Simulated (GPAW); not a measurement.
# V (P-1) in GPAW: single point with BLYP

Aim: the single point of V with BLYP.

Everything below comes from runs of GPAW 26.7.0. Logs are shortened: lines on timing, memory, paths and dates and some standing lists are left out, and cuts for length are marked. The log counts tension as positive stress, the text compression.

## 1. The cell of the first run

The typed cell holds 1 atom: a = 2.703 Å, b = 2.670 Å, c = 2.405 Å, α = 113.75°, β = 107.43°, γ = 104.79°.

## 2. Single point, BLYP, collinear spin, ferromagnetic start (cell sheared at random, sigma 0.1, atoms nudged by 0.01 Å)

File run.py:

```python
from ase import Atoms
from ase.dft.bandgap import bandgap
from ase.io import write
from ase.units import GPa
from gpaw import GPAW, PW, setup_paths

setup_paths.insert(0, '.')

atoms = Atoms(['V'],
              cell=[[-1.37771515, 1.64119061, 1.64793453],
                    [1.50497572, -1.49125904, 1.62526353],
                    [1.27254586, 1.38608975, -1.49800296]],
              scaled_positions=[[0.0, 0.0, 0.0]],
              pbc=True)
atoms.set_initial_magnetic_moments([3.0])

calc = GPAW(mode=PW(400),
            xc='BLYP',
            kpts={'size': (9, 10, 11), 'gamma': True},
            occupations={'name': 'fermi-dirac', 'width': 0.05},
            nbands=15,
            eigensolver={'name': 'davidson', 'niter': 2},
            maxiter=120,
            txt='gpaw.txt')
atoms.calc = calc
energy = atoms.get_potential_energy()
forces = atoms.get_forces()
stress = atoms.get_stress()
calc.write('gs.gpw')
write('result.traj', atoms)
print(f'Energy: {energy:.6f} eV')
print('Forces (eV/A):')
print(forces.round(4))
print('Stress (GPa):', (stress / GPa).round(3))
print('Moments:', calc.get_magnetic_moments().round(3))
print('Fermi level:', round(calc.get_fermi_level(), 4), 'eV')
print(f'Gap: {bandgap(calc)[0]:.4f} eV, direct: {bandgap(calc, direct=True)[0]:.4f} eV')
```

Potentials or basis: PAW data sets generated in the run's folder for this functional, pw.

Command:

```
$ gpaw-setup -f BLYP V
$ OMP_NUM_THREADS=1 python run.py
```

gpaw.txt:

```text
__  _  _
 | _ |_)|_||  |
 |__||  | ||/\| - 26.7.0

Input parameters:
  mode=PW(ecut=400.0),
  eigensolver=Davidson(niter=2),
  kpts=MonkhorstPack(size=(9, 10, 11), gamma=True),
  maxiter=120,
  nbands=15,
  occupations=Occupations(name='fermi-dirac', width=0.05),
  xc=XC(name='BLYP')

Diagonalizing LCAO Hamiltonian
Converting LCAO to pw mode

       V

Atoms  # Å, Bohr magnetons
|   | symbol |        x |        y |        z |    initial magnetic moments |
|---|--------|----------|----------|----------|-----------------------------|
| 0 |      V | 0.000000 | 0.000000 | 0.000000 | ( 0.0000,  0.0000,  3.0000) |

Unit cell  # Å
| periodic |         x |         y |         z |  lengths |     angles |
|----------|-----------|-----------|-----------|----------|------------|
|      yes | -1.377715 |  1.641191 |  1.647935 | 2.703201 | 113.749546 |
|      yes |  1.504976 | -1.491259 |  1.625264 | 2.670260 | 107.425435 |
|      yes |  1.272546 |  1.386090 | -1.498003 | 2.405126 | 104.789077 |

Number of symmetries: 2
Symmetry operations  # r_c * U_cc + t_c -> r_c
|   | kind |            matrix            |
|---|------|------------------------------|
| 0 |  E   |  1, 0, 0,  0, 1, 0,  0, 0, 1 |
| 1 |  i   | -1, 0, 0,  0,-1, 0,  0, 0,-1 |

BZ-sampling:
  Number of BZ points: 990
  Number of IBZ points: 496

  Monkhorst-Pack size: [9, 10, 11]
  Monkhorst-Pack shift: [0.0, 0.05, 0.0]

K-points  # in reciprocal-cell coordinates
|     |                                coordinates |     weight |
|-----|--------------------------------------------|------------|
|   0 | (  0.00000000,   0.00000000,   0.00000000) | 0.00101010 |
|   1 | (  0.00000000,   0.00000000,   0.09090909) | 0.00202020 |
|   2 | (  0.00000000,   0.00000000,   0.18181818) | 0.00202020 |
|   3 | (  0.00000000,   0.00000000,   0.27272727) | 0.00202020 |
|   4 | (  0.00000000,   0.00000000,   0.36363636) | 0.00202020 |
|   5 | (  0.00000000,   0.00000000,   0.45454545) | 0.00202020 |
|   6 | (  0.00000000,   0.10000000,  -0.45454545) | 0.00202020 |
|   7 | (  0.00000000,   0.10000000,  -0.36363636) | 0.00202020 |
|   8 | (  0.00000000,   0.10000000,  -0.27272727) | 0.00202020 |
|   9 | (  0.00000000,   0.10000000,  -0.18181818) | 0.00202020 |
| ... |                                            |            |
| 495 | (  0.44444444,   0.50000000,   0.45454545) | 0.00202020 |

Plane wave coefficients: 257
Cutoff: 400.0 eV

Spin-components: 2 (collinear spins)
Bands:           15
Projectors:      6
Spin-degeneracy: 1
Datatype:        complex128

Parallelization:
  kpt:    1
  domain: 1
  band:   1

Density:
  Valence electrons: 13.0
  Components: 2
  Grid points: [14 14 12]
  Charge: 0.0  # |e|

Potential:
  Grid points: [14 14 12]

species:
  V:
    name:    Vanadium
    Z:       23.0
    valence: 13
    core:    10
    charge:  0.0  # [|e|]
    compensation charges:
      type: gauss
      rc: 0.37  # [Å]
      lmax: 2
    cutoffs:
      filter: 2.14  # [Å]
      core: 0.96  # [Å]
    projectors
    | kind |    occ | energy [eV] | rcut [Å] |
    |------|--------|-------------|----------|
    |   3s |  2.000 |     -69.926 |    1.254 |
    |   4s |  2.000 |      -4.586 |    1.254 |
    |   3p |  6.000 |     -43.822 |    1.281 |
    |   4p |  0.000 |      -1.337 |    1.281 |
    |   3d |  3.000 |      -5.047 |    1.169 |
    |    d |        |      22.165 |    1.169 |

    Using partial waves for V as LCAO basis

Reference energy: -25828.193049  # eV

eigensolver:
  Davidson
  Converge bands: occupied
  niter=2

density mixing:
  MSR1-Mixer
  Pratt-step length: 0.05
  Maximum mixing coefficient: 0.75
  Old densities: 10
  SVD Regularization: 0.005
  Good broyden scale: 1.0
  Trust region scale: 1.0
  Backstep threshold: 4.0
  History deletion threshold: 6.0
  Fourier metric: weight=20.0, sigma=0.015

occupation numbers:
  Fermi-Dirac:
    width: 0.0500  # eV

poisson solver:
  ecut: 3200.0  # eV

xc functional:
  name: BLYP with 2 nearest neighbor stencil

convergence criteria:
- Maximum [total energy] change in last 3 cyles: 0.0005 eV / valence electron
- Maximum integral of absolute [dens]ity change: 0.0001 electrons / valence electron
- Maximum integral of absolute [eigenst]ate change: 4e-08 eV^2 / valence electron
maximum number of iterations: 120

SCF iterations
|iter     | |      energy | eigst |  dens |  magmom |
|---------|-|-------------|-------|-------|---------|
|iter:   1| |   -6.533292 | +0.07 |       |  +3.0110|
|iter:   2| |   -6.556996 | -1.29 | -0.72 |  +2.9132|
|iter:   3| |   -7.130151 | -1.74 | -0.74 |  +1.3417|
|iter:   4| |   -7.246872 | -2.68 | -1.18 |  +0.7733|
|iter:   5| |   -7.274918 | -3.12 | -1.38 |  +0.2735|
|iter:   6| |   -7.282684 | -3.72 | -1.98 |  +0.0672|
|iter:   7| |   -7.283943 | -3.98 | -2.44 |  +0.0349|
|iter:   8| |   -7.284309c| -4.17 | -2.81 |  +0.0093|
|iter:   9| |   -7.284337c| -4.85 | -3.35 |  +0.0016|
|iter:  10| |   -7.284340c| -5.96 | -3.79 |  +0.0003|
|iter:  11| |   -7.284340c| -6.72 | -4.50c|  -0.0000|
|iter:  12| |   -7.284340c| -7.75c| -4.92c|  -0.0000|

Converged in 12 steps
Energy contributions relative to reference atoms: (reference = -25828.193049)

Energy contributions:
  Kinetic:          -0.015077
  Coulomb:          -0.126011
  Zero:              0.137821
  External:          0.000000
  Xc:               -7.274724
  Entropy:          -0.012698
  Spinorbit:         0.000000
  ----------------------------
  Free energy:      -7.290689
  Extrapolated:     -7.284340

dipole moment: (-3.379086, -3.707904, -4.285261)  # |e|*Ang

Total magnetic moment: (0.000000, 0.000000, -0.000028)

Local magnetic moments
|        x |        y |         z |
|----------|----------|-----------|
| 0.000000 | 0.000000 | -0.000014 |  # V    0

Fermi level: 9.910
Eigenvalues  # (at kpt = [0.000, 0.000, 0.000])
| band index |      eig [eV] | occ [0-1] |      eig [eV] | occ [0-1] |
|------------|---------------|-----------|---------------|-----------|
|          0 |       -53.834 |     1.000 |       -53.834 |     1.000 |
|          1 |       -27.422 |     1.000 |       -27.422 |     1.000 |
|          2 |       -27.303 |     1.000 |       -27.303 |     1.000 |
|          3 |       -26.954 |     1.000 |       -26.954 |     1.000 |
|          4 |         3.433 |     1.000 |         3.433 |     1.000 |
|          5 |         9.133 |     1.000 |         9.132 |     1.000 |
|          6 |        10.026 |     0.089 |        10.026 |     0.089 |
|          7 |        10.964 |     0.000 |        10.964 |     0.000 |
|          8 |        11.849 |     0.000 |        11.849 |     0.000 |
|          9 |        12.816 |     0.000 |        12.816 |     0.000 |
|         10 |        27.992 |     0.000 |        27.992 |     0.000 |
|         11 |        31.110 |     0.000 |        31.110 |     0.000 |
|         12 |        32.474 |     0.000 |        32.474 |     0.000 |
|         13 |        35.537 |     0.000 |        35.537 |     0.000 |
|         14 |        36.959 |     0.000 |        36.959 |     0.000 |

No gap
No difference between direct/indirect transitions

Forces  # eV/Ang
|       x |       y |       z |
|---------|---------|---------|
| 0.00000 | 0.00000 | 0.00000 |  # V    0

Stress tensor  # eV/Ang^3
|         x |         y |        z |
|-----------|-----------|----------|
| -0.065464 |  0.003558 | 0.005181 |
|  0.003558 | -0.020965 | 0.015324 |
|  0.005181 |  0.015324 | 0.029259 |

# Writing to gs.gpw (mode='')
```

It took 65 s on 1 thread of Arm Neoverse V2, shared host; peak memory 0.22 GiB.

These settings aren't checked as converged: the numbers below hold their error.

What came out:

| Item | Value |
| --- | --- |
| Free energy | -7.2907 eV |
| Pressure | 3.1 GPa |
| Band gap on the k mesh | none (metal or under the smearing width) |
| Net moment | 0.00 μB per cell |

Caveat: the cutoff is short for stress and forces, so pressures can be off by a GPa or more.
